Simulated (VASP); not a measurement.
# ZnS (Wurtzite-2H) (P6_3mc) in VASP: further runs

The runs below take ZnS (Wurtzite-2H) through relaxation of shape and atoms at fixed volume, single point, with PBE.

Everything below comes from runs of VASP 6.6.1. Logs are shortened: lines on timing, memory, paths and dates and some standing lists are left out, and cuts for length are marked.

**Experimental background.**

A printed reference work, monograph reports, for a bulk crystal of ZnS at 4 K: band gap 3.911 eV (direct).

How close the calculation comes is told below.

**1. The cell of the first run**

Symmetry: P6_3mc, No. 186, hexagonal system. Conventional cell: a = 3.767 Å, b = 3.767 Å, c = 6.177 Å, α = 90.00°, β = 90.00°, γ = 120.00°. Within 3.1 Å of Zn (site symmetry 3m) lie 4 S at 2.31 Å. S (site symmetry 3m) has 4 Zn at 2.31 Å within 3.1 Å.

**2. Relaxation of shape and atoms at fixed volume, PBE (volume scaled by 0.94)**

Contents of INCAR:

```
ALGO = Normal ; EDIFF = 1E-7
EDIFFG = -0.01 ; ENCUT = 600
GGA = PE ; IBRION = 2
ISIF = 4 ; ISMEAR = 0
LASPH = True ; LCHARG = False
LREAL = False ; LWAVE = False
NELM = 80 ; NSW = 50
PREC = Accurate ; SIGMA = 0.02
```

Contents of KPOINTS:

```
k-points
0
Gamma
  9 9 6
```

Contents of POSCAR:

```
ZnS
1.0
    3.7670077881      0.0000000000      0.0000000000
   -1.8835038940      3.2623244407      0.0000000000
    0.0000000000      0.0000000000      6.1765756411
Zn S
2 2
Direct
    0.3333333333      0.6666666667      0.0052193967
    0.6666666667      0.3333333333      0.5052193967
    0.3333333333      0.6666666667      0.3797806033
    0.6666666667      0.3333333333      0.8797806033
```

Potentials or basis: VASP PAW PBE potentials, release 64 (Zn, S).

Run with:

```bash
$ cat potpaw_PBE.64/Zn/POTCAR potpaw_PBE.64/S/POTCAR > POTCAR
$ mpirun -np 1 vasp_std > vasp.out
```

OUTCAR:

```text
EDIFF = 1E-7
   EDIFFG = -0.01
   ENCUT = 600
   GGA = PE
   IBRION = 2
   ISIF = 4
   ISMEAR = 0
   LASPH = True
   LREAL = False
   NELM = 80
   NSW = 50
   PREC = Accurate

 ion  position               nearest neighbor table
   1  0.333  0.667  0.005-   4 2.31   4 2.31   4 2.31   3 2.31
   2  0.667  0.333  0.505-   3 2.31   3 2.31   3 2.31   4 2.31
   3  0.333  0.667  0.380-   2 2.31   2 2.31   2 2.31   1 2.31
   4  0.667  0.333  0.880-   1 2.31   1 2.31   1 2.31   2 2.31

  LATTYP: Found a hexagonal cell.
 ALAT       =     3.7670077881
 C/A-ratio  =     1.6396503508

  Lattice vectors:

 A1 = (   3.7670077881,   0.0000000000,   0.0000000000)
 A2 = (  -1.8835038940,   3.2623244407,   0.0000000000)
 A3 = (   0.0000000000,   0.0000000000,   6.1765756411)

Analysis of symmetry for initial positions (statically):
=====================================================================
 Subroutine PRICEL returns:
 Original cell was already a primitive cell.

 Routine SETGRP: Setting up the symmetry group for a
 hexagonal supercell.

 Subroutine GETGRP returns: Found 12 space group operations
 (whereof  6 operations were pure point group operations)
 out of a pool of 24 trial point group operations.

The static configuration has the point symmetry C_3v.
 The point group associated with its full space group is C_6v.

Analysis of symmetry for dynamics (positions and initial velocities):
=====================================================================
 Subroutine PRICEL returns:
 Original cell was already a primitive cell.

 Routine SETGRP: Setting up the symmetry group for a
 hexagonal supercell.

 Subroutine GETGRP returns: Found 12 space group operations
 (whereof  6 operations were pure point group operations)
 out of a pool of 24 trial point group operations.

The dynamic configuration has the point symmetry C_3v.
 The point group associated with its full space group is C_6v.

 Subroutine INISYM returns: Found 12 space group operations
 (whereof  6 operations are pure point group operations),
 and found     1 'primitive' translations

----------------------------------------------------------------------------------------

                                     Primitive cell

  volume of cell :      75.9052

  direct lattice vectors                    reciprocal lattice vectors
     3.767007788  0.000000000  0.000000000     0.265462685  0.153264952  0.000000000
    -1.883503894  3.262324441  0.000000000     0.000000000  0.306529905  0.000000000
     0.000000000  0.000000000  6.176575641     0.000000000  0.000000000  0.161902008

  length of vectors
     3.767007788  3.767007788  6.176575641     0.306529905  0.306529905  0.161902008

  position of ions in fractional coordinates (direct lattice)
     0.333333333  0.666666667  0.005219397
     0.666666667  0.333333333  0.505219397
     0.333333333  0.666666667  0.379780603
     0.666666667  0.333333333  0.879780603

  ion indices of the primitive-cell ions
   primitive index   ion index
                 1           1
                 2           2
                 3           3
                 4           4

----------------------------------------------------------------------------------------

 KPOINTS: k-points

Automatic generation of k-mesh.
 Grid dimensions read from file:
 generate k-points for:    9    9    6

 Generating k-lattice:

  Cartesian coordinates                     Fractional coordinates (reciprocal lattice)
     0.029495854  0.017029439  0.000000000     0.111111111  0.000000000  0.000000000
     0.000000000  0.034058878  0.000000000     0.000000000  0.111111111  0.000000000
     0.000000000  0.000000000  0.026983668     0.000000000  0.000000000  0.166666667

  Length of vectors
     0.034058878  0.034058878  0.026983668

  Shift w.r.t. Gamma in fractional coordinates (k-lattice)
     0.000000000  0.000000000  0.000000000

 Subroutine IBZKPT returns following result:
 ===========================================

 Found     48 irreducible k-points:

 Following reciprocal coordinates:
            Coordinates               Weight
  0.000000  0.000000  0.000000      1.000000
  0.111111  0.000000  0.000000      6.000000
  0.222222  0.000000  0.000000      6.000000
  0.333333  0.000000  0.000000      6.000000
  0.444444  0.000000  0.000000      6.000000
  0.111111  0.111111  0.000000      6.000000
[... 16 lines left out ...]
  0.333333  0.222222  0.166667     24.000000
  0.333333  0.333333  0.166667      4.000000
 [... further k-points ...]
   k-points           NKPTS =     48   k-points in BZ     NKDIM =     48   number of bands    NBANDS=     22
   number of dos      NEDOS =    301   number of ions     NIONS =      4
   total plane-waves  NPLWV =  45000
   dimension x,y,z NGX =    30 NGY =   30 NGZ =   50
   dimension x,y,z NGXF=    60 NGYF=   60 NGZF=  100
   ions per type =               2   2
   NGX,Y,Z   is equivalent  to a cutoff of  13.24, 13.24, 13.46 a.u.
   NGXF,Y,Z  is equivalent  to a cutoff of  26.48, 26.48, 26.92 a.u.
 SYSTEM =  unknown system
   PREC   = accura    normal or accurate (medium, high low for compatibility)
   ISTART =      0    job   : 0-new  1-cont  2-samecut
   ICHARG =      2    charge: 1-file 2-atom 10-const
   ISPIN  =      1    spin polarized calculation?
   LNONCOLLINEAR =      F non collinear calculations
   LSORBIT =      F    spin-orbit coupling
   LASPH  =      T    aspherical Exc in radial PAW
   ENCUT  =  600.0 eV  44.10 Ry    6.64 a.u.   7.52  7.52 12.34*2*pi/ulx,y,z
   NELM   =     80;   NELMIN=  2; NELMDL= -5     # of ELM steps
   EDIFF  = 0.1E-06   stopping-criterion for ELM
   LREAL  =      F    real-space projection
   EDIFFG = -.1E-01   stopping-criterion for IOM
   NSW    =     50    number of steps for IOM
   IBRION =      2    ionic relax: 0-MD 1-quasi-New 2-CG
   NFREE  =      1    steps in history (QN), initial steepest desc. (CG)
   ISIF   =      4    stress and relaxation
   ISYM   =      2    0-nonsym 1-usesym 2-fastsym
   POTIM  = 0.5000    time-step for ionic-motion
   TEBEG  =    0.0;   TEEND  =   0.0 temperature during run
   PSTRESS=    0.0 pullay stress
   NELECT =      36.0000    total number of electrons
   NUPDOWN=      -1.0000    fix difference up-down
   EMIN   =  10.00;   EMAX   =-10.00  energy-range for DOS
   EFERMI =   0.00;   METHOD = LEGACY
   ISMEAR =     0;   SIGMA  =   0.02  broadening in eV -4-tet -1-fermi 0-gaus
   EFERMI_NEDOS =   21; number of points for ismear=-14 and -15
   IALGO  =     38    algorithm
   IMIX   =      4    mixing-type and parameters
     AMIX     =   0.40;   BMIX     =  1.00
     AMIX_MAG =   1.60;   BMIX_MAG =  1.00
  volume/ion in A,a.u.               =      18.98       128.06
  Fermi-wavevector in a.u.,A,eV,Ry     =   1.276689  2.412593 22.176617  1.629935
  Thomas-Fermi vector in A             =   2.409331
   LORBIT       =      0    0 simple, 1 ext, 2 COOP (PROOUT), +10 PAW based schemes
   GGA     = PE    functional components
   LHFCALC =     F    Hartree Fock is set to
   AEXX    =    0.0000 exact exchange contribution
   IVDW    =     0    specifies the selected vdW correction
   LEPSILON=     F    determine dielectric tensor
   LRPA    =     F    only Hartree local field effects (RPA)
 conjugate gradient relaxation of ions
 non-spin polarized calculation
 Gauss-broadening in eV      SIGMA  =   0.02
  energy-cutoff  :      600.00
  volume of cell :       75.91
 maximum number of plane-waves:      2559
 NGX is ok and might be reduce to    30
   NGX = 15   NGY = 15   NGZ = 25

--------------------------------------- Ionic step        1  -------------------------------------------

 number of electron      35.9999988 magnetization

 Free energy of the ion-electron system (eV)
  ---------------------------------------------------
  ext. energy  EPLUGINS =         0.00000000
  ---------------------------------------------------
  free energy    TOTEN  =       -13.61805935 eV

  energy without entropy =      -13.61805935  energy(sigma->0) =      -13.61805935

------------------------ aborting loop because EDIFF is reached ----------------------------------------

  FORCE on cell =-STRESS in cart. coord.  units (eV):
  Direction    XX          YY          ZZ          XY          YZ          ZX
  --------------------------------------------------------------------------------------
  -------------------------------------------------------------------------------------
  Total        2.3900618      2.3900618      2.4350239      0.0000000      0.0000000      0.0000000
  in kB       50.4485033     50.4485033     51.3975450      0.0000000      0.0000000      0.0000000
  external PRESSURE =      50.7648505 kB  Pullay stress =       0.0000000 kB
[... 61 lines left out ...]
  energy  without entropy=      -13.6181119512  energy(sigma->0) =      -13.61811195

--------------------------------------- Ionic step        3  -------------------------------------------

 number of electron      35.9999985 magnetization

 Free energy of the ion-electron system (eV)
  ---------------------------------------------------
  ext. energy  EPLUGINS =         0.00000000
  ---------------------------------------------------
  free energy    TOTEN  =       -13.61816761 eV

  energy without entropy =      -13.61816761  energy(sigma->0) =      -13.61816761

 E-fermi :   2.6367     XC(G=0):  -9.8082

 val. band max:        2.4998944868   @ k =   0.0000   0.0000   0.0000
 cond. band min:       4.8559707927   @ k =   0.0000   0.0000   0.0000
 fundamental gap:      2.3560763059
 Fermi energy:         2.6367315923

 k-point     1 :       0.0000    0.0000    0.0000
  band No.  band energies     occupation
      1     -10.9492      2.00000
      2      -9.9478      2.00000
      3      -4.0156      2.00000
      4      -3.9954      2.00000
      5      -3.9954      2.00000
      6      -3.9062      2.00000
[... 574 lines left out ...]
      6      -3.6620      2.00000
[... 14 lines left out ...]
     21       8.1698      0.00000
     22      10.2285      0.00000

 [... further k-points ...]
[... 5 lines left out ...]
  --------------------------------------------------------------------------------------
  -------------------------------------------------------------------------------------
  Total        2.3917921      2.3917921      2.4186769      0.0000000      0.0000000      0.0000000
  in kB       50.4850249     50.4850249     51.0524990      0.0000000      0.0000000      0.0000000
  external PRESSURE =      50.6741830 kB  Pullay stress =       0.0000000 kB
[... 19 lines left out ...]
  FREE ENERGIE OF THE ION-ELECTRON SYSTEM (eV)
  ---------------------------------------------------
  free  energy   TOTEN  =       -13.6181676122 eV

  energy  without entropy=      -13.6181676122  energy(sigma->0) =      -13.61816761

 reached required accuracy - stopping structural energy minimisation
```

Run time: 2.2 min. Hardware: 1 thread of Intel Xeon Platinum 8488C (Sapphire Rapids), shared host; peak memory 0.25 GiB.

Results:

```
Free energy                  : -13.6182 eV
Energy gained by relaxing    : 0.0 meV/atom
Ionic steps                  : 3
Pressure after relaxing      : 5.1 GPa
Largest force after relaxing : 0.005 eV/Å
Band gap on the k mesh       : 2.36 eV, direct
```

Forces in eV/Å, atoms in the order of the input:
```
Zn   0.000  0.000 -0.005
Zn   0.000  0.000 -0.005
S    0.000  0.000  0.005
S    0.000  0.000  0.005
```

The path:
| step | energy change (eV) | largest force (eV/Å) | pressure (GPa) | volume (Å³) |
| --- | --- | --- | --- | --- |
| 1 | 0.0000 | 0.0152 | 5.08 | 75.91 |
| 2 | -0.0001 | 0.0101 | 5.10 | 75.91 |
| 3 | -0.0001 | 0.0051 | 5.07 | 75.91 |

Final structure:
```yaml
crystal:
  lattice:
    - [3.76434, 0.00000, 0.00000]
    - [-1.88217, 3.26001, 0.00000]
    - [0.00000, 0.00000, 6.18533]
  atoms:
    - { symbol: Zn, position: [0.33333, 0.66667, 0.00569] }
    - { symbol: Zn, position: [0.66667, 0.33333, 0.50569] }
    - { symbol: S, position: [0.33333, 0.66667, 0.37931] }
    - { symbol: S, position: [0.66667, 0.33333, 0.87931] }
```

Caveat: the cell differs from its parent crystal (volume scaled by 0.94).

(Continued in part 2 of 2.)
